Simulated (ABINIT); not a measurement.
The system is NaCl.

```xyz
2
Lattice="0.0000 2.7941 2.7941 2.7941 0.0000 2.7941 2.7941 2.7941 0.0000" Properties=species:S:1:pos:R:3 pbc="T T T"
Cl    2.7941    2.7941    2.7941
Na    0.0000    0.0000    0.0000
```

The cell is a database's computed one.

Base run:

| Quantity | Value |
| --- | --- |
| Program | ABINIT 10.8.3 (patched build) |
| Functional | HSE06 |
| Potentials or basis | SPMS NC PBE v1.0 |
| Cutoff | 599 eV |
| k mesh | 6 × 6 × 6 |
| Occupations | fixed |
| Spin | no spin polarisation |

Its results: band gap on the k mesh 6.51 eV, direct; pressure 1.0 GPa.

Question: The run is repeated on the same cell with these changes: functional from HSE06 to PBEsol. What comes out?

Answer: Band gap on the k mesh 5.04 eV, direct; pressure 0.5 GPa.

HSE06 gives the wider gap, since exact exchange removes part of the self-interaction.

Caveats: the potentials were made for another functional, which shifts forces and pressure; Libxc's HSE differs a little from that of other programs (some runs).

A k mesh can miss the band edges.

Not every run made on this cell is shown here.
